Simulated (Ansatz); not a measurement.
**Be2C: band gap under strain**

Aim: follow the gap of Be2C (antifluorite) through these states: +3.0 % strain along z alone; -1.5 % strain along [111] alone; +2.5 % equal strain in all directions. The table at the end shows which levels were run.

The runs shown are made with Ansatz 0.2.0. PAW datasets, plane waves. Spin-unpolarised throughout; all numbers are computed.

## 1. The structure to begin with

The unstrained cell was relaxed with r2SCAN; in each strained cell the atoms were relaxed again with r2SCAN. Names of k-points are those of the unstrained zone, where strain can split equivalent points. First state: +3.0 % strain along z alone.

Space group I4/mmm (No. 139), tetragonal; conventional cell a = 3.055 Å, c = 4.451 Å, 6.92 Å³ an atom. Around C lie 8 Be at 1.89 Å; around Be lie 4 C at 1.89 Å and 4 Be at 2.16 Å.

As a file:

```
C Be
1.0
     0.00000    2.16049    2.22530
     2.16049    0.00000    2.22530
     2.16049    2.16049    0.00000
C Be
1 2
Direct
  0.00000 0.00000 0.00000
  0.25000 0.25000 0.25000
  0.75000 0.75000 0.75000
```

From earlier runs on the unstrained cell: PBE 1.17 eV, r2SCAN 1.53 eV, HSE06 1.91 eV; a = 4.321 Å.

## 2. +3.0 % strain along z alone: PBE

input.yaml

```yaml
crystal:
  lattice:
    - [0.0, 2.1604856385, 2.2253002077]
    - [2.1604856385, 0.0, 2.2253002077]
    - [2.1604856385, 2.1604856385, 0.0]
  atoms:
    - { symbol: C, position: [0.0, 0.0, 0.0] }
    - { symbol: Be, position: [0.25, 0.25, 0.25] }
    - { symbol: Be, position: [0.75, 0.75, 0.75] }
kpoints:
  mp_grid: { grid: [10, 10, 10] }
  band_path:
    path:
      - [0.0, 0.0, 0.0]
      - [0.5, 0.0, 0.5]
      - [0.625, 0.25, 0.625]
      - [0.375, 0.375, 0.75]
      - [0.5, 0.5, 0.5]
      - [0.5, 0.25, 0.75]
      - [0.0, 0.5, 0.5]
    npoints: 1
hamiltonian:
  xc: pbe
scf:
  occupations: { method: fermi_dirac, width: 0.02 }
  n_extra_bands: 4
output:
  forces: true
  stress: true
  eigenvalues: true
```

The run is started by

```console
$ ansatz run input.yaml --threads 4 --pin off --max-ram 4608MiB --backend cpu --events-out ev --progress --plain --runs-dir out
```

The runs that follow: +3.0 % strain along z alone: r2SCAN; +3.0 % strain along z alone: HSE06; -1.5 % strain along [111] alone: PBE; -1.5 % strain along [111] alone: r2SCAN; -1.5 % strain along [111] alone: HSE06; +2.5 % equal strain in all directions: PBE; +2.5 % equal strain in all directions: r2SCAN; +2.5 % equal strain in all directions: HSE06.

Before running it: what results should come out?

The runs gave:

Least gap in eV (negative: overlap), with the change from the unstrained cell in brackets:

| state | volume change (%) | PBE | r2SCAN | HSE06 |
| --- | --- | --- | --- | --- |
| +3.0 % strain along z alone | +3.0 | 0.95 (-0.22) | 1.29 (-0.24) | 1.67 (-0.24) |
| -1.5 % strain along [111] alone | -1.5 | 1.14 (-0.03) | 1.50 (-0.03) | 1.89 (-0.02) |
| +2.5 % equal strain in all directions | +7.7 | 1.14 (-0.03) | 1.49 (-0.04) | 1.86 (-0.05) |

In words: With HSE06, of the states in the table +3.0 % strain along z alone shifts the gap most, by -0.241 eV. PBE and HSE06 differ by 0.74 eV on the unstrained gap, and by at most 0.02 eV on its change: the two disagree on the size of the gap but agree on its response to strain.
